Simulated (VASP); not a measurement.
# As (R-3m) in VASP: notebook, part 2 of 2

VASP 6.6.1. The steps go on from the part before.

**3. Single point, PBE**

File INCAR:

```
SYSTEM = As
PREC = Accurate
ENCUT = 500
EDIFF = 1E-6
ISMEAR = 0
SIGMA = 0.02
LREAL = .FALSE.
LASPH = .TRUE.
NELM = 60
ALGO = Fast
ISIF = 2
LWAVE = .FALSE.
LCHARG = .TRUE.
GGA = PE
LELF = .TRUE.
LVHAR = .TRUE.
```

File KPOINTS:

```
regular mesh
0
G
  5 5 5
  0 0 0
```

File POSCAR:

```
As
1.0
    1.8807968987      1.0858785957      3.5140619945
   -1.8807968987      1.0858785957      3.5140619945
    0.0000000000     -2.1717571915      3.5140619945
As
2
Direct
    0.2260000000      0.2260000000      0.2260000000
    0.7740000000      0.7740000000      0.7740000000
```

Potentials or basis: VASP PAW PBE potentials, release 64 (As_GW).

Started as:

```
cat potpaw_PBE.64/As_GW/POTCAR > POTCAR
mpirun -np 1 vasp_std > vasp.out
```

OUTCAR:

```text
SYSTEM = As
   PREC = Accurate
   ENCUT = 500
   EDIFF = 1E-6
   ISMEAR = 0
   LREAL = .FALSE.
   LASPH = .TRUE.
   NELM = 60
   ISIF = 2
   GGA = PE

 ion  position               nearest neighbor table
   1  0.226  0.226  0.226-   2 2.51   2 2.51   2 2.51
   2  0.774  0.774  0.774-   1 2.51   1 2.51   1 2.51

  LATTYP: Found a trigonal (rhomboedric) cell.
 ALAT       =     4.1310000000
 COS(alpha) =     0.5854247172

  Lattice vectors:

 A1 = (   1.8807968987,   1.0858785957,   3.5140619945)
 A2 = (  -1.8807968987,   1.0858785957,   3.5140619945)
 A3 = (   0.0000000000,  -2.1717571915,   3.5140619945)

Analysis of symmetry for initial positions (statically):
=====================================================================
 Subroutine PRICEL returns:
 Original cell was already a primitive cell.

 Routine SETGRP: Setting up the symmetry group for a
 trigonal (rhombohedral) supercell.

 Subroutine GETGRP returns: Found 12 space group operations
 (whereof 12 operations were pure point group operations)
 out of a pool of 12 trial point group operations.

The static configuration has the point symmetry D_3d.

Analysis of symmetry for dynamics (positions and initial velocities):
=====================================================================
 Subroutine PRICEL returns:
 Original cell was already a primitive cell.

 Routine SETGRP: Setting up the symmetry group for a
 trigonal (rhombohedral) supercell.

 Subroutine GETGRP returns: Found 12 space group operations
 (whereof 12 operations were pure point group operations)
 out of a pool of 12 trial point group operations.

The dynamic configuration has the point symmetry D_3d.

 Subroutine INISYM returns: Found 12 space group operations
 (whereof 12 operations are pure point group operations),
 and found     1 'primitive' translations

----------------------------------------------------------------------------------------

[... 112 lines left out ...]
   LHFCALC =     F    Hartree Fock is set to
   AEXX    =    0.0000 exact exchange contribution
   IVDW    =     0    specifies the selected vdW correction
   LEPSILON=     F    determine dielectric tensor
   LRPA    =     F    only Hartree local field effects (RPA)
 non-spin polarized calculation
 RMM-DIIS sequential band-by-band and
 Gauss-broadening in eV      SIGMA  =   0.02
  energy-cutoff  :      500.00
  volume of cell :       43.06
 maximum number of plane-waves:      1111
 NGX is ok and might be reduce to    30
   NGX = 15   NGY = 15   NGZ = 15

 number of electron      10.0000000 magnetization

 Free energy of the ion-electron system (eV)
  ---------------------------------------------------
  ext. energy  EPLUGINS =         0.00000000
  ---------------------------------------------------
  free energy    TOTEN  =        -9.37901285 eV

  energy without entropy =       -9.37900184  energy(sigma->0) =       -9.37900734

 E-fermi :   5.5756     XC(G=0):  -9.9706

 val. band max:        5.5327837174   @ k =   0.4000   0.2000   0.2000
 cond. band min:       5.6184719991   @ k =   0.4000   0.0000   0.0000
 fundamental gap:      0.0856882817
 Fermi energy:         5.5756278579

 k-point     1 :       0.0000    0.0000    0.0000
  band No.  band energies     occupation
      1      -9.6079      2.00000
      2      -0.3513      2.00000
      3       2.9663      2.00000
      4       3.4239      2.00000
      5       3.4239      2.00000
      6       7.0700      0.00000
      7       8.3655      0.00000
      8       8.3655      0.00000
      9      12.3346      0.00000
[... 205 lines left out ...]
 k-point    19 :      -0.4000    0.4000    0.4000
  band No.  band energies     occupation
      1      -7.9091      2.00000
      2      -4.3044      2.00000
      3       0.5677      2.00000
      4       2.7445      2.00000
      5       4.2643      2.00000
      6       7.5370      0.00000
      7       7.5383      0.00000
      8       9.9204      0.00000
      9      12.7630      0.00000

------------------------ aborting loop because EDIFF is reached ----------------------------------------

  FORCE on cell =-STRESS in cart. coord.  units (eV):
  Direction    XX          YY          ZZ          XY          YZ          ZX
  --------------------------------------------------------------------------------------
  -------------------------------------------------------------------------------------
  Total        1.2488559      1.2488559      0.3782658      0.0000000     -0.0000000      0.0000000
  in kB       46.4664029     46.4664029     14.0742020      0.0000000     -0.0000000      0.0000000
  external PRESSURE =      35.6690026 kB  Pullay stress =       0.0000000 kB

 VOLUME and BASIS-vectors are now :
 -----------------------------------------------------------------------------
  energy-cutoff  :      500.00
  volume of cell :       43.06
      direct lattice vectors                 reciprocal lattice vectors
     1.880796899  1.085878596  3.514061995     0.265844760  0.153485544  0.094856987
    -1.880796899  1.085878596  3.514061995    -0.265844760  0.153485544  0.094856987
     0.000000000 -2.171757191  3.514061995     0.000000000 -0.306971087  0.094856987

 POSITION                                       TOTAL-FORCE (eV/Angst)
 -----------------------------------------------------------------------------------
      0.00000     -0.00000      2.38253         0.000000     -0.000000      0.293553
      0.00000     -0.00000      8.15965         0.000000      0.000000     -0.293553
 -----------------------------------------------------------------------------------
    total drift:                                0.000000     -0.000000      0.000000

  FREE ENERGIE OF THE ION-ELECTRON SYSTEM (eV)
  ---------------------------------------------------
  free  energy   TOTEN  =        -9.3790128485 eV

  energy  without entropy=       -9.3790018400  energy(sigma->0) =       -9.37900734
```

It took 16 s on 1 thread of AMD EPYC 7R43 (Zen 3), shared host; peak memory 0.12 GiB.

What came out:

| Quantity | Value |
| --- | --- |
| Free energy | -9.3790 eV |
| Pressure | 3.6 GPa |
| Largest force | 0.294 eV/Å |
| Band gap on the k mesh | 0.09 eV, indirect (least direct gap 0.53 eV) |

Forces on the atoms (eV/Å):
```
As   0.000  0.000  0.294
As   0.000  0.000 -0.294
```

Stress tensor (GPa, compression positive):
```
4.65 0.00 0.00
0.00 4.65 0.00
0.00 0.00 1.41
```

Caveat: an odd mesh through Γ misses points on the zone boundary, where band edges often lie.
